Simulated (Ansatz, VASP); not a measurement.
**Cross-check of InP between VASP and Ansatz**

Wanted: the spread between two codes on one cell, functional and k mesh. The cell is taken from a series of VASP runs on this material, whose earlier steps may have relaxed, scaled or displaced it; both programs get it as it stands.

Program: Ansatz 0.2.0. Level of theory: plane waves, with VASP 6.6.1 beside it; band structure at PBE0 and band structure at HSE06, spin-orbit coupling. Results are calculated unless marked as measured.

### 1. The starting structure

The structure is cubic, space group F-43m (No. 216). The conventional cell has a = 5.869 Å, b = 5.869 Å, c = 5.869 Å, α = 90.00°, β = 90.00°, γ = 90.00°. Nearest to In lie 4 P at 2.54 Å. Nearest to P lie 4 In at 2.54 Å. Farther neighbours are not listed.

### 2. VASP: band structure, PBE0

The same path points are solved in both programs, so levels can be compared one by one.

Lines of VASP's logs that name or quote its potential files are left out, and so is its time.

The run reads the wave functions of an earlier VASP run, which isn't shown here.

INCAR reads:

```
SYSTEM = InP
PREC = Accurate
ENCUT = 350
EDIFF = 1E-06
NELM = 100
ISMEAR = 0
SIGMA = 0.03
LREAL = .FALSE.
ALGO = Normal
LHFCALC = .TRUE.
AEXX = 0.25
GGA = PE
LASPH = .TRUE.
NBANDS = 15
PRECFOCK = Fast
HFRCUT = -1
LORBIT = 11
LWAVE = .FALSE.
LCHARG = .FALSE.
KPAR = 4
```

POSCAR reads:

```
InP
1.0
    0.0000000000      2.9343500000      2.9343500000
    2.9343500000      0.0000000000      2.9343500000
    2.9343500000      2.9343500000      0.0000000000
In P
1 1
Direct
    0.0000000000      0.0000000000      0.0000000000
    0.7500000000      0.7500000000      0.7500000000
```

KPOINTS reads:

```
Automatic mesh
0
Gamma
4 4 4
0 0 0
```

KPOINTS_OPT reads:

```
Line mode
10
Line-mode
Reciprocal
  0.00000000   0.00000000   0.00000000 GAMMA
  0.50000000   0.00000000   0.50000000 X

  0.50000000   0.00000000   0.50000000 X
  0.50000000   0.25000000   0.75000000 W

  0.50000000   0.25000000   0.75000000 W
  0.37500000   0.37500000   0.75000000 K

  0.37500000   0.37500000   0.75000000 K
  0.00000000   0.00000000   0.00000000 GAMMA

  0.00000000   0.00000000   0.00000000 GAMMA
  0.50000000   0.50000000   0.50000000 L

  0.50000000   0.50000000   0.50000000 L
  0.62500000   0.25000000   0.62500000 U

  0.62500000   0.25000000   0.62500000 U
  0.50000000   0.25000000   0.75000000 W

  0.50000000   0.25000000   0.75000000 W
  0.50000000   0.50000000   0.50000000 L

  0.50000000   0.50000000   0.50000000 L
  0.37500000   0.37500000   0.75000000 K

  0.62500000   0.25000000   0.62500000 U
  0.50000000   0.00000000   0.50000000 X
```

Potentials, in the order of the species: In_d and P (PBE family, release 64).

On the command line:

```console
> mpirun -np 4 vasp_std
```

Numbers of over 12 decimals in the logs are rounded to 6 here.

What it wrote:

```text
[banner, memory and clock lines left out]
running    4 mpi-ranks, on    1 nodes
 distrk:  each k-point on    1 cores,    4 groups
 distr:  one band on    1 cores,    1 groups

 POSCAR found type information on POSCAR InP
 POSCAR found :  2 types and       2 ions
 LDA part: xc-table for (Slater+PW92), standard interpolation
 found WAVECAR, reading the header
 POSCAR, INCAR and KPOINTS ok, starting setup
 FFT: planning ... GRIDC
 FFT: planning ... GRID_SOFT
 FFT: planning ... GRID
 HFRCUT set to (new)   9.173865
 reading WAVECAR
 the WAVECAR file was read successfully
 initial charge from wavefunction
 entering main loop
       N       E                     dE             d eps       ncg     rms          rms(c)
DAV:   1    -0.107897920494E+02   -0.10790E+02   -0.10687E+00   289   0.168E+01    0.345E+00
DAV:   2    -0.108012404526E+02   -0.11448E-01   -0.92082E-02   322   0.281E+00    0.496E+00
DAV:   3    -0.107972735966E+02    0.39669E-02   -0.76553E-03   364   0.133E+00    0.355E+00
DAV:   4    -0.107962039425E+02    0.10697E-02   -0.16096E-03   326   0.521E-01    0.230E+00
DAV:   5    -0.107960327421E+02    0.17120E-03   -0.43793E-04   319   0.224E-01    0.146E+00
DAV:   6    -0.107959899031E+02    0.42839E-04   -0.65491E-05   304   0.974E-02    0.902E-01
DAV:   7    -0.107959709566E+02    0.18947E-04   -0.11411E-05   299   0.444E-02    0.552E-01
DAV:   8    -0.107959644111E+02    0.65454E-05   -0.43735E-06   268   0.203E-02    0.336E-01
DAV:   9    -0.107959626149E+02    0.17962E-05   -0.14760E-06   260   0.938E-03    0.206E-01
DAV:  10    -0.107959622012E+02    0.41378E-06   -0.41667E-07   162   0.510E-03
   1 F= -.10795962E+02 E0= -.10795962E+02  d E =-.200982E-11
 Start KPOINTS_OPT (optional k-point list driver)
k-point batch [1-8\100]
       N       E                     dE             ncg
DAV:   1     0.227012686470E+03   -0.14882E+04      240
DAV:   2    -0.829943457804E+03   -0.10570E+04      254
DAV:   3    -0.907625644267E+03   -0.77682E+02      303
DAV:   4    -0.909965691264E+03   -0.23400E+01      311
DAV:   5    -0.910056389417E+03   -0.90698E-01      379
DAV:   6    -0.910058288992E+03   -0.18996E-02      354
DAV:   7    -0.910058322933E+03   -0.33941E-04      372
DAV:   8    -0.910058323266E+03   -0.33337E-06      260
[...]
k-point batch [97-100\100]
       N       E                     dE             ncg
DAV:   1     0.221692891920E+04   -0.20579E+04      128
DAV:   2     0.175679067163E+04   -0.46014E+03      120
DAV:   3     0.172678139898E+04   -0.30009E+02      155
DAV:   4     0.172592979932E+04   -0.85160E+00      176
DAV:   5     0.172589061517E+04   -0.39184E-01      201
DAV:   6     0.172589008302E+04   -0.53215E-03      176
DAV:   7     0.172589006788E+04   -0.15135E-04      208
DAV:   8     0.172589006773E+04   -0.15391E-06      144
```

From OUTCAR (step 2):

```text
ion  position               nearest neighbor table
   1  0.000  0.000  0.000-   2 2.54   2 2.54   2 2.54   2 2.54
   2  0.750  0.750  0.750-   1 2.54   1 2.54   1 2.54   1 2.54

  LATTYP: Found a face centered cubic cell.
 ALAT       =     5.8687000000

 Subroutine GETGRP returns: Found 24 space group operations
 (whereof 24 operations were pure point group operations)

The static configuration has the point symmetry T_d .

 Found      8 irreducible k-points:

   k-points           NKPTS =      8   k-points in BZ     NKDIM =     64   number of bands    NBANDS=     15

   dimension x,y,z NGX =    28 NGY =   28 NGZ =   28
   dimension x,y,z NGXF=    56 NGYF=   56 NGZF=   56

   ENCUT  =  350.0 eV  25.72 Ry    5.07 a.u.   6.33  6.33  6.33*2*pi/ulx,y,z

   NELECT =      18.0000    total number of electrons

 k-points in reciprocal lattice and weights: Automatic mesh
   0.00000000  0.00000000  0.00000000       0.016
   0.25000000  0.00000000  0.00000000       0.125
   0.50000000  0.00000000  0.00000000       0.062
   0.25000000  0.25000000  0.00000000       0.094
   0.50000000  0.25000000  0.00000000       0.375
  -0.25000000  0.25000000  0.00000000       0.188
   0.50000000  0.50000000  0.00000000       0.047
  -0.25000000  0.50000000  0.25000000       0.094

  exchange ACFDT corr.  =         0.00000000  see jH, gK, PRB 81, 115126

 average (electrostatic) potential at core
       1 -89.0919       2 -78.7297

 E-fermi :   4.5184

 k-point     1 :       0.0000    0.0000    0.0000
  band No.  band energies     occupation
    ...
      5     -11.4063      2.00000
      6      -8.4197      2.00000
      7       4.3849      2.00000
      8       4.3849      2.00000
      9       4.3849      2.00000
     10       6.5772      0.00000
     11      10.0135      0.00000
     12      10.0135      0.00000
     13      10.0135      0.00000
     14      14.6686      0.00000
    ...

 k-point     2 :       0.2500    0.0000    0.0000
  band No.  band energies     occupation
    ...
      5     -11.4047      2.00000
      6      -7.6608      2.00000
      7       0.6691      2.00000
      8       3.7763      2.00000
      9       3.7763      2.00000
     10       7.6686      0.00000
     11      10.7633      0.00000
     12      10.7633      0.00000
     13      11.3393      0.00000
     14      14.6694      0.00000
    ...

 k-point     3 :       0.5000    0.0000    0.0000
  band No.  band energies     occupation
    ...
      5     -11.3946      2.00000
      6      -6.5409      2.00000
      7      -1.9211      2.00000
      8       3.3102      2.00000
      9       3.3102      2.00000
     10       7.3400      0.00000
     11      10.7564      0.00000
     12      10.7564      0.00000
     13      13.1308      0.00000
     14      15.6836      0.00000
    ...

  energy-cutoff  :      350.00
  volume of cell :       50.53
      direct lattice vectors                 reciprocal lattice vectors
     0.000000000  2.934350000  2.934350000    -0.170395488  0.170395488  0.170395488
     2.934350000  0.000000000  2.934350000     0.170395488 -0.170395488  0.170395488
     2.934350000  2.934350000  0.000000000     0.170395488  0.170395488 -0.170395488

 POSITION                                       TOTAL-FORCE (eV/Angst)
 -----------------------------------------------------------------------------------
      0.00000      0.00000      0.00000        -0.000000     -0.000000     -0.000000
      4.40152      4.40152      4.40152         0.000000      0.000000      0.000000
 -----------------------------------------------------------------------------------
    total drift:                               -0.000053     -0.000060     -0.000027

  FREE ENERGIE OF THE ION-ELECTRON SYSTEM (eV)
  ---------------------------------------------------
  free  energy   TOTEN  =       -10.7959622012 eV

  energy  without entropy=      -10.7959622012  energy(sigma->0) =      -10.79596220

 total charge
# of ion       s       p       d       tot
------------------------------------------
    1        0.835   0.790   9.916  11.541
    2        1.011   1.533   0.000   2.544
--------------------------------------------------
tot          1.846   2.323   9.916  14.085

[... 3 further parts left out ...]
```

### 3. Ansatz: band structure, PBE0

Ansatz runs on its default PAW (the set named soft_2) files.

The same cell, functional, mesh and smearing now go to Ansatz, which takes its cutoff from its data sets.

input.yaml reads:

```yaml
crystal:
  lattice:
    - [0.0, 2.93435, 2.93435]
    - [2.93435, 0.0, 2.93435]
    - [2.93435, 2.93435, 0.0]
  atoms:
    - { symbol: In, position: [0.0, 0.0, 0.0] }
    - { symbol: P, position: [0.75, 0.75, 0.75] }
hamiltonian:
  xc: pbe0
  pseudopotentials: { kind: paw }
kpoints:
  mp_grid: { grid: [4, 4, 4] }
  band_path:
    path:
      - [0.0, 0.0, 0.0]
      - [0.5, 0.0, 0.5]
      - [0.5, 0.22222, 0.72222]
      - [0.40278, 0.34722, 0.75]
      - [0.125, 0.125, 0.25]
      - [0.27778, 0.27778, 0.27778]
      - [0.55556, 0.38889, 0.55556]
      - [0.58333, 0.25, 0.66667]
      - [0.5, 0.30556, 0.69444]
      - [0.48611, 0.48611, 0.52778]
      - [0.625, 0.25, 0.625]
      - [0.5, 0.0, 0.5]
    npoints: 1
scf:
  occupations: { method: gaussian, width: 0.03 }
  n_extra_bands: 7
output:
  forces: true
  stress: true
  eigenvalues: true
```

On the command line:

```console
> ansatz run input.yaml --threads 4 --pin off --max-ram 9216MiB --backend cpu --events-out ev --progress --plain --runs-dir out
```

What it wrote:

```text
Warning: output.stress: scf.convergence.dr2_threshold = 1e-7 eV (the SCF's general default) is looser than the 2e-10 eV advised for a printed stress (1e-10 eV for each atom of the cell: 2). What an SCF threshold leaves in a stress goes as its square root, and in the free energy as the threshold itself, and one threshold admits the most on a small cell: [figures from the program's tests cut] Set scf.convergence.dr2_threshold to 2e-10 eV or tighter. The threshold is an SCF's pass mark: one that does not reach it within its budget of iterations ends unconverged, or closes short of it on a stop that the run arms, and scf.convergence.dr2_threshold's page says what that costs each kind of run
Warning: output.stress: scf.exx.energy_threshold = 1e-6 eV is looser than the 2e-8 eV advised for a stress under a hybrid functional (1e-8 eV for each atom of the cell: 2). Every SCF of the exchange loop can meet its threshold on dr2 while the loop round them stops early: no threshold on dr2 bounds what that leaves in the stress. Set scf.exx.energy_threshold to 2e-8 eV or tighter. The threshold is the loop's pass mark: a loop that does not reach it within its budget of cycles ends unconverged, and scf.exx.energy_threshold's page has the law
scf.n_extra_bands = 7 over 9 filled bands (N_el = 18.0): the run solves 16 bands
Engine: ansatz 0.2.0, aarch64-unknown-linux-gnu
Pseudopotentials: kind: paw
Pseudopotential: In, paw, valence charge 13, recommended cutoff 420 eV (normal), In.paw.azcp
Pseudopotential: P, paw, valence charge 5, recommended cutoff 420 eV (normal), P.paw.azcp
Functional definition: PBE0
  parameter a = 0.25
  parameter kappa = 0.804
  parameter beta = 0.066725
  exchange = (1 - a)*pbe_x(kappa = kappa, mu = beta*pi^2/3) + a*exact_x
  correlation = pbe_c(beta = beta)
Crystal: 2 atoms, lattice volume = 50.532 Å³
Basis set: ecut = 420 eV, 965 PW (Γ), exchange–correlation on 60×60×60 points (8 copies of the dense FFT grid, shifted against one another)
Bands: 16, of which v1, the nominal top of the filled ones, is band 9 counted from 1 (8 counted from 0)
Symmetry: 24 space group operations
Space group: F-43m (ITA 216), of the structure as read, at distance tolerance 3.7e-5 Å
k-points: 8 of 64 (time reversal used)
Non-local potential: In, projectors of the file, l = 0: 2, l = 1: 2, l = 2: 2, l = 3: 2
Non-local potential: P, projectors of the file, l = 0: 2, l = 1: 2, l = 2: 2
PAW form: soft (Blöchl's): semilocal exchange-correlation on the pseudo side does not see the compensation charge
PAW frozen core: In, regenerated for the run's functional, and the local potential with it (the file was generated under x = pbe(κ = 0.804, μ = 0.219515), c = pbe(β = 0.066725))
PAW frozen core: P, regenerated for the run's functional, and the local potential with it (the file was generated under x = pbe(κ = 0.804, μ = 0.219515), c = pbe(β = 0.066725))
PAW one-centre angular grid: In, 590 points (default); XC on 64 Gauss nodes
PAW one-centre angular grid: P, 110 points (default); XC on 64 Gauss nodes
Initial density: superposition of atomic densities (neutral atoms: chi_scale 0, normalization atom), corrected by the library's trained network
Initial wavefunctions: pseudopotential atomic-orbital guess
Functional: x = pbe(κ = 0.804, μ = 0.219515), c = pbe(β = 0.066725), warm-up for x = 0.75 pbe(κ = 0.804, μ = 0.219515) + 0.25 exact, c = pbe(β = 0.066725)
SCF iter   1: F=—  HF=-6353.875676 eV  |F-HF|=—  |Δ(HF+E_count)|=         —  Δρ=1.34e-3  dr2=8.27e-4  ethr=1.77e-3  ⟨swp⟩=11.9  Hψ=674  notcnv=0
preconditioner: auto → none  [insulator: Δε(μ)=0.680 eV  Ē_g=17.033 eV  σ=0.030 eV  W_gap=1.00  n_scr=14 (ndim 8)  ℏωp=22.2 eV  f_vac=0.021  D(μ)=0.00/eV (n_scr^D=0)]
iter 2 solved again at ethr=3.82e-7 eV; its pass at ethr=4.59e-6 eV (dr2=6.88e-5 eV) is discarded
SCF iter   2: F=—  HF=-6353.875770 eV  |F-HF|=—  |Δ(HF+E_count)|=   9.32e-5  Δρ=3.35e-4  dr2=6.87e-5  ethr=3.82e-7  ⟨swp⟩=2.1  Hψ=601  notcnv=0
SCF iter   3: F=-6353.875797 eV  HF=-6353.875782 eV  |F-HF|=1.49e-5  |Δ(HF+E_count)|=   1.23e-5  Δρ=1.90e-4  dr2=1.08e-5  ethr=3.82e-7  ⟨swp⟩=2.4  Hψ=204  notcnv=0
SCF 1 stopped early in 3 iterations: F = -6353.875797 eV  dr2 = 1.08e-5
  greatest PAW one-centre occupation: 0.980 electrons in one spin orbital (limit 2), on the In atom at site 0 (counted from 0), in its partial waves of l = 2
Initial density: handed on by an earlier stage of this run
Initial wavefunctions: those handed on with the density
Functional: x = 0.75 pbe(κ = 0.804, μ = 0.219515) + 0.25 exact, c = pbe(β = 0.066725)
Frozen-core exchange: fock
SCF iter   1: F=—  HF=-6357.893508 eV  |F-HF|=—  |Δ(HF+E_count)|=         —  Δρ=5.08e-3  dr2=7.73e-3  ethr=5.99e-7  ⟨swp⟩=10.8  Hψ=738  notcnv=0
preconditioner: auto → none  [insulator: Δε(μ)=2.104 eV  Ē_g=19.963 eV  σ=0.030 eV  W_gap=1.00  n_scr=14 (ndim 8)  ℏωp=22.2 eV  f_vac=0.019  D(μ)=0.00/eV (n_scr^D=0)]
SCF iter   2: F=—  HF=-6357.891769 eV  |F-HF|=—  |Δ(HF+E_count)|=   1.74e-3  Δρ=1.69e-3  dr2=1.94e-3  ethr=5.99e-7  ⟨swp⟩=4.0  Hψ=383  notcnv=0
SCF iter   3: F=—  HF=-6357.898660 eV  |F-HF|=—  |Δ(HF+E_count)|=   6.89e-3  Δρ=1.21e-3  dr2=4.62e-4  ethr=5.99e-7  ⟨swp⟩=4.8  Hψ=382  notcnv=0
SCF iter   4: F=—  HF=-6357.898565 eV  |F-HF|=—  |Δ(HF+E_count)|=   9.47e-5  Δρ=1.66e-4  dr2=3.19e-5  ethr=5.99e-7  ⟨swp⟩=3.0  Hψ=252  notcnv=0
SCF iter   5: F=-6357.898697 eV  HF=-6357.898699 eV  |F-HF|=1.72e-6  |Δ(HF+E_count)|=   1.34e-4  Δρ=1.30e-4  dr2=5.98e-6  ethr=5.86e-8  ⟨swp⟩=4.4  Hψ=291  notcnv=0  defer=2
SCF 2 stopped early in 5 iterations: F = -6357.898697 eV  dr2 = 5.98e-6
  greatest PAW one-centre occupation: 0.983 electrons in one spin orbital (limit 2), on the In atom at site 0 (counted from 0), in its partial waves of l = 2
hybrid outer 1: dexx = +8.289e-3 eV, tail = 2.06e-5 eV
Frozen-core exchange: fock
SCF iter   1: F=—  HF=-6357.898618 eV  |F-HF|=—  |Δ(HF+E_count)|=         —  Δρ=3.47e-5  dr2=5.41e-7  ethr=5.73e-7  ⟨swp⟩=6.1  Hψ=347  notcnv=0
preconditioner: auto → none  [insulator: Δε(μ)=2.176 eV  Ē_g=19.935 eV  σ=0.030 eV  W_gap=1.00  n_scr=14 (ndim 8)  ℏωp=22.2 eV  f_vac=0.019  D(μ)=0.00/eV (n_scr^D=0)]
SCF iter   2: F=—  HF=-6357.898618 eV  |F-HF|=—  |Δ(HF+E_count)|=   8.67e-8  Δρ=1.01e-5  dr2=8.08e-8  ethr=2.67e-9  ⟨swp⟩=4.0  Hψ=318  notcnv=0
SCF iter   3: F=—  HF=-6357.898618 eV  |F-HF|=—  |Δ(HF+E_count)|=   2.45e-7  Δρ=7.70e-6  dr2=2.79e-8  ethr=1.46e-10  ⟨swp⟩=4.5  Hψ=377  notcnv=0  defer=3
SCF iter   4: F=-6357.898618 eV  HF=-6357.898618 eV  |F-HF|=5.37e-10  |Δ(HF+E_count)|=   9.10e-9  Δρ=1.19e-6  dr2=1.55e-9  ethr=1.24e-10  ⟨swp⟩=3.4  Hψ=264  notcnv=0  defer=2
SCF 3 converged in 4 iterations: F = -6357.898618 eV  dr2 = 1.55e-9
  Residual-converged pass: ⟨swp⟩=3.1  Hψ=232  notcnv=0  max |occ|·‖R‖ = 2.2e-6 eV (tolerance 2.4e-6 eV)  dr2=1.60e-9  dr2_onsite=2.65e-10  max |Δocc| = 0.0e0
hybrid outer 2: dexx = +2.740e-7 eV, tail = 6.27e-9 eV, Δε = 1.65e-3 eV (about 4.99e-5 eV left of the loop's levels)
NSCF: frozen V_eff on 12 k-points
hybrid SCF converged: 2 outer / 9 inner (+3 warm-up), last move |dexx| = 2.74e-7 eV, tail = 6.27e-9 eV
Stability not checked: this state was not tested for a lower state beside it, because the functional holds exact exchange (a hybrid, or Hartree-Fock), whose exchange loop this test does not read (fock_operator; see scf.lower_state_search)
Free energy (F): -6357.898618 eV
Frozen-core exchange: fock
Harris-Foulkes:  -6357.898618 eV  (|F-HF|=5.37e-10)
Internal energy: -6357.898618 eV  (E = F + TS)
E sigma→0 (E₀):  -6357.898618 eV
Fermi energy:    7.281472 eV
--- Per-component energies (eV) ---
  E_band       = -88.409417
  E_kinetic    = 314.068503
  E_local      = -1401.724196  (includes V_loc(G=0)·N_el)
  E_nonlocal   = 401.094810
  E_hartree    = 554.446313
  E_xc         = -212.715643
  E_vxc        = -123.618772  (∫ρ·V_xc dr)
  E_exx        = -47.917269  (= α·E_x^exact, valence–valence)
  E_paw        = -4746.496514  (= ΣΔE_a)
  E_vpaw       = -291.287678  (= ΣTr[D̂ρ^β])
  E_aug_tail   = 0.000030  (compensation charges beyond the density's cutoff)
  E_ewald      = -1219.106662
  E_core_change = 0.452009  (= ΣΔE_core)
  E_smearing   = -0.000000  (= −TS)
  E_closure    = 0.000000  (closes the sum)
  Σ components = -6357.898618   (vs F -6357.898618, Δ=0.00e0)
--- Forces (eV/Å), atoms counted from 1 ---
  atom   1  In    -0.00000000     0.00000000    -0.00000000
  atom   2  P      0.00000000     0.00000000     0.00000000
  max |Σ_I F_I| component: 1.67e-16 eV/Å
--- Stress (GPa, compression-positive) ---
        1.203979      -0.000000      -0.000000
       -0.000000       1.203979       0.000000
       -0.000000       0.000000       1.203979
  P = ⅓ Tr σ = 1.2040 GPa (12.040 kbar)
--- Band table (eV; the first three rows and the last of 8) ---
  k-point 0: bands = [... 5 lower, -6.5835, 6.1930, 6.1930, 6.1930, 8.3696, 11.8089, 11.8089, 11.8089, ... 3 higher]
  k-point 1: bands = [... 5 lower, -5.8524, 2.4746, 5.5879, 5.5879, 9.4626, 12.5630, 12.5630, 13.1427, ... 3 higher]
  k-point 2: bands = [... 5 lower, -4.7167, -0.1127, 5.1202, 5.1202, 9.1392, 12.5520, 12.5520, 14.9286, ... 3 higher]
  k-point 7: bands = [... 5 lower, -3.9236, 0.0773, 2.9418, 3.0201, 11.9339, 12.3113, 13.4035, 13.9321, ... 3 higher]
```

It took 17 s on 4 threads of Arm Neoverse V1, shared host; peak memory 0.64 GiB.

### 4. Side by side

Known differences besides the potentials themselves: exact exchange at q = 0 is treated differently, which shows on coarse meshes; VASP keeps PBE cores, Ansatz makes them for the functional; the cutoff is 420 eV in Ansatz and 350 eV in VASP; VASP takes a coarser grid for exact exchange (PRECFOCK = Fast). Total energies have different zeros and are not compared.

Both answers:

```
                     quantity  Ansatz   VASP  difference
gap over the path points (eV)   2.177  2.192      -0.016
```

Levels at points of the path, from each program's valence-band top (eV; 3 filled, then empty):

```
k (reciprocal lattice)                             Ansatz                               VASP
     0.000 0.000 0.000      0.00 0.00 0.00 2.18 5.62 5.62      0.00 0.00 0.00 2.19 5.63 5.63
     0.500 0.000 0.500  -6.30 -2.56 -2.56 3.05 3.69 11.14  -6.30 -2.56 -2.56 3.06 3.70 11.15
     0.500 0.222 0.722   -6.12 -3.23 -3.16 5.54 5.96 7.44   -6.12 -3.23 -3.15 5.54 5.96 7.44
     0.403 0.347 0.750   -6.12 -3.62 -2.24 3.92 6.01 8.86   -6.12 -3.61 -2.25 3.93 6.02 8.87
     0.125 0.125 0.250   -2.69 -1.13 -0.24 3.82 5.65 6.07   -2.69 -1.12 -0.24 3.82 5.65 6.07
     0.278 0.278 0.278   -4.17 -0.69 -0.69 3.22 6.42 6.42   -4.17 -0.70 -0.70 3.24 6.43 6.43
     0.556 0.389 0.556   -6.15 -2.47 -1.44 4.08 5.96 7.21   -6.15 -2.47 -1.44 4.09 5.97 7.22
     0.583 0.250 0.667   -6.12 -3.59 -2.36 4.13 6.03 8.55   -6.12 -3.59 -2.36 4.13 6.03 8.56
     0.500 0.306 0.694   -6.05 -3.50 -2.59 5.44 5.99 7.17   -6.05 -3.49 -2.58 5.44 5.99 7.18
     0.486 0.486 0.528   -6.29 -1.20 -1.10 3.08 6.28 6.42   -6.29 -1.20 -1.10 3.08 6.30 6.43
```

Among the levels compared at these points, filled levels agree within 12 meV and empty ones within 18 meV.

(Part 1 of 2 ends here.)

[Lines on the potential files, build, host, timing and source positions are cut from VASP's logs without a mark.]

[Logs are printed without paths, hosts, clocks, repeated set-up lines and the standing remarks that a program may print on its own settings, such as how far it seeks lower states.]

[Hosts, paths, dates, database ids (printed as entryN), source tags and the programs' standing remarks are cut or masked in the printed files.]
